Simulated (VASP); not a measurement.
A run of VASP 6.6.1 is set up as follows.

File POSCAR:

```
KF
1.0
   -0.1684516916      2.6096303216      2.6096303216
    2.6096303216     -0.1684516916      2.6096303216
    2.6096303216      2.6096303216     -0.1684516916
K F
1 1
Direct
    0.0000000000      0.0000000000      0.0000000000
    0.5000000000      0.5000000000      0.5000000000
```

File INCAR.step1:

```
SYSTEM = KF
PREC = Accurate ; ENCUT = 520
ISMEAR = 0 ; SIGMA = 0.01
LREAL = .FALSE. ; LASPH = .TRUE.
NELM = 80 ; NBANDS = 15
GGA = PE ; ALGO = Normal
EDIFF = 1E-4 ; LWAVE = .TRUE.
LCHARG = .FALSE.
```

File INCAR.step2:

```
SYSTEM = KF
PREC = Accurate ; ENCUT = 520
EDIFF = 1E-6 ; ISMEAR = 0
SIGMA = 0.01 ; LREAL = .FALSE.
LASPH = .TRUE. ; NELM = 80
ALGO = Normal ; ISIF = 2
LWAVE = .FALSE. ; LCHARG = .FALSE.
METAGGA = R2SCAN ; LMIXTAU = .TRUE.
NBANDS = 15 ; ISTART = 1
```

File KPOINTS:

```
Automatic mesh
0
G
  8 8 8
  0 0 0
```

Potentials or basis: VASP PAW PBE potentials, release 64 (K_sv, F).

Run with:

```sh
$ cat potpaw_PBE.64/K_sv/POTCAR potpaw_PBE.64/F/POTCAR > POTCAR
$ cp INCAR.step1 INCAR
$ mpirun -np 1 vasp_std > vasp.out
$ cp INCAR.step2 INCAR
$ mpirun -np 1 vasp_std > vasp.out
```

(1) Predict the band gap on the k mesh.

(2) What does it give for the pressure?

## Answers

(1) 6.64 eV, direct.

(2) -1.4 GPa.

Caveat: the PAW data sets were made with another functional, which shifts forces and pressure a little.
